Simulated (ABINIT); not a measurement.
Crystal: Zn.

```
Zn
1.0
    -1.56904    1.56904    1.56904
     1.56904   -1.56904    1.56904
     1.56904    1.56904   -1.56904
Zn
1
Direct
  0.00000 0.00000 0.00000
```

This isn't the form of Zn at room conditions, which is hcp.

| Item | Value |
| --- | --- |
| Program | ABINIT 10.8.3 (patched build) |
| Task | relaxation of cell and atoms |
| Functional | PBEsol |
| Potentials or basis | JTH PAW PBE v2.0 |
| Cutoff | 599 eV |
| k mesh | 12 × 12 × 12 |
| Occupations | fermi-dirac, width 0.05 eV |
| Spin | no spin polarisation |

At the start: pressure -5.3 GPa; volume 15.45 Å³/atom.

Question: How do energy, volume and symmetry change on relaxing?

Answer: Over 4 steps the energy falls by 21.9 meV/atom and the volume is 14.26 Å³/atom (-7.7 %); space group Im-3m (No. 229, to 0.05 Å).

Step by step:
```
step  energy change (eV)  largest force (eV/Å)  pressure (GPa)  volume (Å³)
   1              0.0000                0.0000           -5.30        15.45
   2             -0.0076                0.0000           -4.43        15.20
   3             -0.0214                0.0000            0.94        14.08
   4             -0.0219                0.0000           -0.12        14.26
```

Final structure:
```
Zn
1.0
    -1.52778    1.52778    1.52778
     1.52778   -1.52778    1.52778
     1.52778    1.52778   -1.52778
Zn
1
Direct
  0.00000 0.00000 0.00000
```

Caveat: the PAW data sets were made with another functional, which shifts forces and pressure a little.
